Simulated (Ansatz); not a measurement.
**Is BP (F-43m) stable when the ions move?**

How do the phonons of BP change with temperature at fixed cell?

Method: DFT PBE, scalar-relativistic, plane waves, PAW; PAW set soft_1, in Ansatz 0.2.0.

### Step 1. The starting structure

Symmetry: F-43m, No. 216, cubic system. Conventional cell: a = 4.538 Å, b = 4.538 Å, c = 4.538 Å, α = 90.00°, β = 90.00°, γ = 90.00°. Nearest to B lie 4 P at 1.97 Å. Nearest to P lie 4 B at 1.97 Å. Farther neighbours are not listed.

### Step 2. A first coarse run

Before spending time, one coarse run tells the gap and the pressure of the starting cell.

Input file input.yaml:

```yaml
crystal:
  lattice:
    - [0.0, 2.269, 2.269]
    - [2.269, 0.0, 2.269]
    - [2.269, 2.269, 0.0]
  atoms:
    - { symbol: B, position: [0.0, 0.0, 0.0] }
    - { symbol: P, position: [0.25, 0.25, 0.25] }
kpoints:
  mp_grid: { grid: [6, 6, 6] }
hamiltonian:
  xc: pbe
  pseudopotentials: { kind: paw, azcp: { folder: soft_1 } }
scf:
  occupations: { method: gaussian, width: 0.1 }
  lower_state_search: "off"
output:
  forces: true
  stress: true
  eigenvalues: true
```

Command:

```
$ ansatz run input.yaml --threads 8 --pin off --max-ram 16384MiB --backend cpu --events-out ev --progress --plain --runs-dir out
```

Numbers of over 12 decimals in the logs are rounded to 6 here.

What it wrote:

```text
Engine: ansatz 0.2.0, aarch64-unknown-linux-gnu
Pseudopotentials: kind: paw
Pseudopotential: B, paw, valence charge 3, recommended cutoff 420 eV (normal), soft_1/B.paw.azcp
Pseudopotential: P, paw, valence charge 5, recommended cutoff 420 eV (normal), soft_1/P.paw.azcp
Functional definition: PBE
  parameter kappa = 0.804
  parameter beta = 0.066725
  exchange = pbe_x(kappa = kappa, mu = beta*pi^2/3)
  correlation = pbe_c(beta = beta)
Crystal: 2 atoms, lattice volume = 23.363 Å³
Basis set: ecut = 420 eV, 459 PW (Γ), exchange–correlation on 48×48×48 points (8 copies of the dense FFT grid, shifted against one another)
Bands: 8, of which v1, the nominal top of the filled ones, is band 4 counted from 1 (3 counted from 0)
Symmetry: 24 space group operations
Space group: F-43m (ITA 216), of the structure as read, at distance tolerance 2.9e-5 Å
k-points: 16 of 216 (time reversal used)
Non-local potential: B, projectors of the file, l = 0: 2, l = 1: 2, l = 2: 1
Non-local potential: P, projectors of the file, l = 0: 2, l = 1: 2, l = 2: 1
PAW form: soft (Blöchl's): semilocal exchange-correlation on the pseudo side does not see the compensation charge
PAW one-centre angular grid: B, 110 points (default); XC on 64 Gauss nodes
PAW one-centre angular grid: P, 110 points (default); XC on 64 Gauss nodes
Initial density: superposition of atomic densities (chi_scale 0.1, normalization cell, long waves kept (reshape's long-wave potential 0.00 eV rms))
Initial wavefunctions: pseudopotential atomic-orbital guess
Functional: x = pbe(κ = 0.804, μ = 0.219515), c = pbe(β = 0.066725)
SCF iter   1: F=—  HF=-913.144769 eV  |F-HF|=—  |Δ(HF+E_count)|=         —  Δρ=9.17e-2  dr2=2.21e0  ethr=3.10e-3  ⟨swp⟩=6.1  Hψ=1156  notcnv=0
preconditioner: auto → none  [insulator: Δε(μ)=2.048 eV  Ē_g=12.935 eV  σ=0.100 eV  W_gap=1.00  n_scr=0 (ndim 8)  ℏωp=21.7 eV  f_vac=0.000  D(μ)=0.00/eV (n_scr^D=0)  ε∞_Penn≈3.8]
SCF iter   2: F=—  HF=-912.472263 eV  |F-HF|=—  |Δ(HF+E_count)|=   6.73e-1  Δρ=3.05e-2  dr2=1.64e-1  ethr=3.10e-3  ⟨swp⟩=3.1  Hψ=401  notcnv=0
SCF iter   3: F=—  HF=-912.433717 eV  |F-HF|=—  |Δ(HF+E_count)|=   3.85e-2  Δρ=1.23e-2  dr2=2.25e-2  ethr=2.05e-3  ⟨swp⟩=3.0  Hψ=252  notcnv=0
SCF iter   4: F=—  HF=-912.430363 eV  |F-HF|=—  |Δ(HF+E_count)|=   3.35e-3  Δρ=1.43e-3  dr2=2.30e-4  ethr=2.82e-4  ⟨swp⟩=1.7  Hψ=165  notcnv=0
SCF iter   5: F=—  HF=-912.430435 eV  |F-HF|=—  |Δ(HF+E_count)|=   7.27e-5  Δρ=1.15e-4  dr2=1.71e-6  ethr=2.88e-6  ⟨swp⟩=2.1  Hψ=187  notcnv=0
SCF iter   6: F=—  HF=-912.430438 eV  |F-HF|=—  |Δ(HF+E_count)|=   2.15e-6  Δρ=1.17e-5  dr2=3.30e-8  ethr=1.25e-9  ⟨swp⟩=7.6  Hψ=777  notcnv=0
SCF iter   7: F=-912.430438 eV  HF=-912.430438 eV  |F-HF|=5.68e-11  |Δ(HF+E_count)|=   1.35e-8  Δρ=9.92e-7  dr2=2.26e-10  ethr=4.13e-10  ⟨swp⟩=2.4  Hψ=461  notcnv=0
SCF 1 converged in 7 iterations: F = -912.430438 eV  dr2 = 2.26e-10
  greatest PAW one-centre occupation: 0.765 electrons in one spin orbital (limit 2), on the P atom at site 1 (counted from 0), in its partial waves of l = 0
SCF converged after 7 iterations
Free energy (F): -912.430438 eV
Harris-Foulkes:  -912.430438 eV  (|F-HF|=5.68e-11)
Internal energy: -912.430438 eV  (E = F + TS)
E sigma→0 (E₀):  -912.430438 eV
Fermi energy:    9.916387 eV
--- Per-component energies (eV) ---
  E_band       = 22.074138
  E_kinetic    = 120.763722
  E_local      = -61.644332  (includes V_loc(G=0)·N_el)
  E_nonlocal   = 39.856960
  E_hartree    = 17.195079
  E_xc         = -106.841230
  E_vxc        = -101.108234  (∫ρ·V_xc dr)
  E_paw        = -636.269123  (= ΣΔE_a)
  E_vpaw       = -10.184053  (= ΣTr[D̂ρ^β])
  E_aug_tail   = 0.000006  (compensation charges beyond the density's cutoff)
  E_ewald      = -285.491518
  E_smearing   = -0.000000  (= −TS)
  E_closure    = -0.000000  (closes the sum)
  Σ components = -912.430438   (vs F -912.430438, Δ=0.00e0)
--- Forces (eV/Å), atoms counted from 1 ---
  atom   1  B      0.00000000     0.00000000     0.00000000
  atom   2  P     -0.00000000    -0.00000000     0.00000000
  max |Σ_I F_I| component: 2.04e-16 eV/Å
--- Stress (GPa, compression-positive) ---
        1.245221      -0.000000      -0.000000
        0.000000       1.245221       0.000000
       -0.000000       0.000000       1.245221
  P = ⅓ Tr σ = 1.2452 GPa (12.452 kbar)
--- Band table (eV; the first three rows and the last of 16) ---
  k-point 0: bands = ["-6.2085", "9.2498", "9.2498", "9.2498", "12.6514", "12.6514", "12.6514", "16.6197"]
  k-point 1: bands = ["-5.7108", "6.4151", "8.5855", "8.5855", "13.2665", "13.5536", "13.5536", "17.9068"]
  k-point 2: bands = ["-4.2939", "2.5201", "7.7821", "7.7821", "13.1418", "14.1021", "14.1021", "19.3504"]
  k-point 15: bands = ["-1.1550", "1.0269", "3.9507", "4.0749", "13.0749", "13.6940", "18.3482", "19.0128"]
```

The job ended after 0.85 s (8 threads of Arm Neoverse V1, shared host; peak memory 0.25 GiB).

Reading the cycles: dr2 is the Hartree energy of the density residual (eV), the measure of convergence; HF is the Harris–Foulkes estimate of the energy, which meets the free energy F at convergence.

A gap read on the k-mesh alone can miss the band edges.

This step gave:

```yaml
pressure: 1.245 GPa
gap_on_the_k_mesh: 1.333 eV
volume_per_atom: 11.68 Å³/atom
```

The start is under 1.2 GPa at this level and looks like an insulator or semiconductor on this mesh.

### Step 3. Relaxation

Phonons are second derivatives about a minimum, so cell and atoms are relaxed first, inside the symmetry of the start.

input.yaml, the sections that differ from step 2:

```yaml
kpoints:
  mp_grid: { grid: [10, 10, 10] }
scf:
  occupations: { method: gaussian, width: 0.02 }
  lower_state_search: "off"
relax:
  adjacent_minimum: "off"
  f_tol: 0.005
  max_steps: 80
  cell: { stress_tol: 0.05 }
# crystal, hamiltonian, output: as in step 2
```

What it wrote:

```text
[...]
Crystal: 2 atoms, lattice volume = 23.363 Å³
Basis set: ecut = 420 eV, 459 PW (Γ), exchange–correlation on 48×48×48 points (8 copies of the dense FFT grid, shifted against one another)
Bands: 8, of which v1, the nominal top of the filled ones, is band 4 counted from 1 (3 counted from 0)
Symmetry: 24 space group operations
[...]
k-points: 47 of 1000 (time reversal used)
[...]
SCF iter   1: F=—  HF=-913.156519 eV  |F-HF|=—  |Δ(HF+E_count)|=         —  Δρ=9.14e-2  dr2=2.19e0  ethr=3.10e-3  ⟨swp⟩=6.3  Hψ=3554  notcnv=0
[...]
SCF iter   7: F=-912.447502 eV  HF=-912.447502 eV  |F-HF|=1.00e-10  |Δ(HF+E_count)|=   2.68e-9  Δρ=1.40e-6  dr2=4.22e-10  ethr=6.79e-10  ⟨swp⟩=2.3  Hψ=1342  notcnv=0
SCF 1 converged in 7 iterations: F = -912.447502 eV  dr2 = 4.22e-10
[...]
relax step   1: F+E_penalty+E_count = -912.44750164 eV  Δ(F+E_penalty+E_count) = +0.000e0 eV  max|allowed force component| = 2.776e-16 eV/Å  Δτ_max = 0.0000 Å  P = +1.117 GPa  Ω = 23.363 Å³  (7 SCF iters, dr2 threshold 1.00e-7 eV, accepted)
Crystal: 2 atoms, lattice volume = 23.451 Å³
[...]
iter 1 solved again at ethr=1.72e-6 eV; its pass at ethr=3.10e-3 eV (dr2=1.38e-4 eV) is discarded
[...]
SCF iter   4: F=-912.447902 eV  HF=-912.447902 eV  |F-HF|=1.05e-8  |Δ(HF+E_count)|=   5.94e-8  Δρ=8.86e-6  dr2=1.05e-8  ethr=2.50e-9  ⟨swp⟩=6.8  Hψ=2099  notcnv=0
SCF 2 converged in 4 iterations: F = -912.447902 eV  dr2 = 1.05e-8
[...]
relax step   2: F+E_penalty+E_count = -912.44790214 eV  Δ(F+E_penalty+E_count) = -4.005e-4 eV  max|allowed force component| = 1.249e-16 eV/Å  Δτ_max = 0.0000 Å  P = +0.497 GPa  Ω = 23.451 Å³  energy of the carried Pulay correction = -3.994e-5 eV  (4 SCF iters, dr2 threshold 2.00e-7 eV, accepted)
Crystal: 2 atoms, lattice volume = 23.521 Å³
[...]
SCF iter   4: F=-912.447980 eV  HF=-912.447980 eV  |F-HF|=8.39e-9  |Δ(HF+E_count)|=   1.20e-8  Δρ=7.56e-6  dr2=7.70e-9  ethr=2.50e-9  ⟨swp⟩=6.3  Hψ=2017  notcnv=0
SCF 3 converged in 4 iterations: F = -912.447980 eV  dr2 = 7.70e-9
relax step   3: F+E_penalty+E_count = -912.44798050 eV  Δ(F+E_penalty+E_count) = -7.836e-5 eV  max|allowed force component| = 6.939e-17 eV/Å  Δτ_max = 0.0000 Å  P = +0.005 GPa  Ω = 23.521 Å³  energy of the carried Pulay correction = -7.203e-5 eV  (4 SCF iters, dr2 threshold 2.00e-7 eV, accepted)
[...]
SCF iter   1: F=—  HF=-912.448050 eV  |F-HF|=—  |Δ(HF+E_count)|=         —  Δρ=1.32e-5  dr2=1.25e-8  ethr=2.29e-6  ⟨swp⟩=2.6  Hψ=4635  notcnv=0
eigensolver tolerance schedule: the retry pair's looser diagonalisation over-reported the residual by 14645.76 of it (diagonalisation noise at an unbounded share of the residual, at the tolerance the schedule requests for it); recorded, not acted on — ethr = c·dr2/N_el stays at c = 1.0e-1
[...]
SCF iter   2: F=—  HF=-912.448049 eV  |F-HF|=—  |Δ(HF+E_count)|=   6.11e-7  Δρ=6.88e-6  dr2=3.65e-9  ethr=1.57e-10  ⟨swp⟩=3.5  Hψ=746  notcnv=0
[...]
SCF iter   5: F=-912.448049 eV  HF=-912.448049 eV  |F-HF|=1.14e-12  |Δ(HF+E_count)|=  5.00e-12  Δρ=6.75e-8  dr2=3.26e-13  ethr=1.00e-12  ⟨swp⟩=6.7  Hψ=1936  notcnv=0
SCF 4 converged in 5 iterations: F = -912.448049 eV  dr2 = 3.26e-13
relax step   4: F+E_penalty+E_count = -912.44804938 eV  Δ(F+E_penalty+E_count) = -6.888e-5 eV  max|allowed force component| = 9.714e-17 eV/Å  Δτ_max = 0.0000 Å  P = +0.010 GPa  Ω = 23.521 Å³  stress off target by 1.00e-2 GPa  SCF on the basis re-selected at this cell (its energy is not comparable with the rows above)  (5 SCF iters)
basis re-selected at this cell: Δ(F+E_penalty+E_count) = -6.888e-5 eV, ΔP = +0.005 GPa vs the last step (what re-selecting the basis moved, of the pressure what is left beyond the Pulay correction that the steps carried, after the strain that the cell walked since its last selection, with what the two solves' SCF thresholds leave and, on support functions, any second-order correction that the steps lacked; it is no m [...]
SCF converged after 5 iterations
Free energy (F): -912.448049 eV
[...]
Internal energy: -912.448049 eV  (E = F + TS)
E sigma→0 (E₀):  -912.448049 eV
Fermi energy:    9.778108 eV
[...]
--- Stress (GPa, compression-positive) ---
        0.010039       0.000000       0.000000
        0.000000       0.010039       0.000000
        0.000000       0.000000       0.010039
  P = ⅓ Tr σ = 0.0100 GPa (0.100 kbar)
--- Band table (eV; the first three rows and the last of 47) ---
[...]
--- Relaxed structure (3 steps of the walk, 3 accepted, 1 SCFs on fresh bases) ---
  F+E_penalty+E_count = -912.44804938 eV   max|allowed force component| = 9.714e-17 eV/Å   (the final SCF, on the basis selected at the relaxed cell)
  cell:  # Å, volume = 23.5213 Å³
    - [0, 2.274106, 2.274106]
    - [2.274106, 0, 2.274106]
    - [2.274106, 2.274106, 0]
  atoms:
    - { symbol: B, position: [0, 0, 0] }
    - { symbol: P, position: [0.25, 0.25, 0.25] }
```

It took 1.2 s on 8 threads; peak memory 0.3 GiB.

Relaxation path:

| step | energy less that of the first step (eV) | largest force component (eV/Å) | pressure (GPa) | volume (Å³) |
| --- | --- | --- | --- | --- |
| 1 | 0.0000 | 0.0000 | 1.12 | 23.36 |
| 2 | -0.0004 | 0.0000 | 0.50 | 23.45 |
| 3 | -0.0005 | 0.0000 | 0.01 | 23.52 |
| 4* | -0.0005 | 0.0000 | 0.01 | 23.52 |

Relaxation steps marked * repeat the geometry before them on a plane-wave basis chosen anew for their cell, so energy and pressure can jump there.

Forces are held to the 24 operations that the run works with; a distortion that breaks them can't arise in this run.

| conventional cell, symmetrised | before | after | change |
| --- | --- | --- | --- |
| a (Å) | 4.538 | 4.548 | +0.2 % |
| b (Å) | 4.538 | 4.548 | +0.2 % |
| c (Å) | 4.538 | 4.548 | +0.2 % |
| volume (Å³/atom) | 11.68 | 11.76 | +0.7 % |

The relaxed structure:

```cif
data_structure
_symmetry_space_group_name_H-M 'P 1'
_symmetry_Int_Tables_number 1
_cell_length_a 3.2161
_cell_length_b 3.2161
_cell_length_c 3.2161
_cell_angle_alpha 60.000
_cell_angle_beta 60.000
_cell_angle_gamma 60.000
_cell_volume 23.52
loop_
_atom_site_label
_atom_site_type_symbol
_atom_site_fract_x
_atom_site_fract_y
_atom_site_fract_z
_atom_site_occupancy
B1 B 0.00000 0.00000 0.00000 1
P2 P 0.25000 0.25000 0.25000 1
```

Numbers from this step:

```yaml
pressure: 0.01004 GPa
gap_on_the_k_mesh: 1.252 eV
volume_per_atom: 11.76 Å³/atom
```

The relaxation ends with a pressure of 0.01 GPa.

### Step 4. Relaxing to small residual forces and stress

The thresholds are tightened for a last relaxation ahead of the phonons, and where mesh or smearing change with them the cell follows.

input.yaml, the sections that differ from step 3:

```yaml
crystal:
  lattice:
    - [0.0, 2.2741055202, 2.2741055202]
    - [2.2741055202, 0.0, 2.2741055202]
    - [2.2741055202, 2.2741055202, 0.0]
  atoms:
    - { symbol: B, position: [0.0, 0.0, 0.0] }
    - { symbol: P, position: [0.25, 0.25, 0.25] }
kpoints:
  mp_grid: { grid: [12, 12, 12] }
scf:
  occupations: { method: fixed }
  lower_state_search: "off"
relax:
  adjacent_minimum: "off"
  f_tol: 0.001
  max_steps: 60
  cell: { stress_tol: 0.01 }
# hamiltonian, output: as in step 3
```

What it wrote:

```text
[...]
Crystal: 2 atoms, lattice volume = 23.521 Å³
Basis set: ecut = 420 eV, 459 PW (Γ), exchange–correlation on 48×48×48 points (8 copies of the dense FFT grid, shifted against one another)
Bands: 8, of which v1, the nominal top of the filled ones, is band 4 counted from 1 (3 counted from 0)
Symmetry: 24 space group operations
[...]
k-points: 72 of 1728 (time reversal used)
[...]
P = ⅓ Tr σ = 0.0079 GPa (0.079 kbar)
--- Band table (eV; the first three rows and the last of 72) ---
[...]
--- Relaxed structure (1 steps of the walk, 1 accepted, 1 SCFs on fresh bases) ---
[...]
cell:  # Å, volume = 23.5213 Å³
    - [0.0, 2.2741055202, 2.2741055202]
    - [2.2741055202, 0.0, 2.2741055202]
    - [2.2741055202, 2.2741055202, 0.0]
  atoms:
    - { symbol: B, position: [0.0, 0.0, 0.0] }
    - { symbol: P, position: [0.25, 0.25, 0.25] }
[key lines of the parts left out:]
SCF converged after 5 iterations
Free energy (F): -912.448315 eV
Fermi energy:    9.151895 eV
```

Elapsed: 0.97 s, on 8 threads; peak memory 0.3 GiB; 5.7 s of CPU time.

Little changed from the start: no atom moved by 0.005 Å and no cell edge by 0.1 %.

This step gave:

* pressure: 0.007936 GPa
* gap on the k-mesh: 1.249 eV

The residual pressure is 0.0079 GPa, small enough for phonons.

[end of part 1 of 3]

[Logs are printed without paths, hosts, clocks, repeated set-up lines and the standing remarks that a program may print on its own settings, such as how far it seeks lower states.]

[Hosts, paths, dates, database ids (printed as entryN), source tags and the programs' standing remarks are cut or masked in the printed files.]

[A step with changed settings may run another functional than the one named; its input shows which.]
